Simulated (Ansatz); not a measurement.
**Ionic part of the dielectric constant of AgCl at 2 GPa, mode by mode**

Method: Ansatz, DFT PBEsol, scalar-relativistic, plane waves, PAW. Cutoff 420 eV, 10×10×10 k-points (Γ-centred), fixed occupations. No spin polarisation. Phonons by linear response, acoustic sum rule imposed.

Symmetry: Fm-3m, No. 225, cubic system. Conventional cell: a = 5.389 Å, b = 5.389 Å, c = 5.389 Å, α = 90.00°, β = 90.00°, γ = 90.00°. Around Ag (site symmetry m-3m) lie 6 Cl at 2.69 Å. Around Cl (site symmetry m-3m) lie 6 Ag at 2.69 Å.

The primitive cell has V = 39.12 Å³ and ε∞,yy = 5.643. Each polar mode adds Δε = (4.92064×10⁷/V)·S/ν² along y, with S its oscillator strength in e²/amu, ν in cm⁻¹ and V in Å³.

Task: From these modes, find each Δε and ε0,yy.
```csv
ν (cm⁻¹),S_yy (e²/amu)
130.8,0.07441
```

Result:
| ν (cm⁻¹) | Δε |
| --- | --- |
| 130.8 | 5.47 |

The sum is 5.466, so ε0,yy = 11.11; the run's tensor has 11.11.

Task: Where do the longitudinal modes lie for a wave vector along y?

Result: At 184 cm⁻¹. The Lyddane–Sachs–Teller product Π(ν_LO/ν_TO)² = 1.97 matches ε0/ε∞ = 1.97.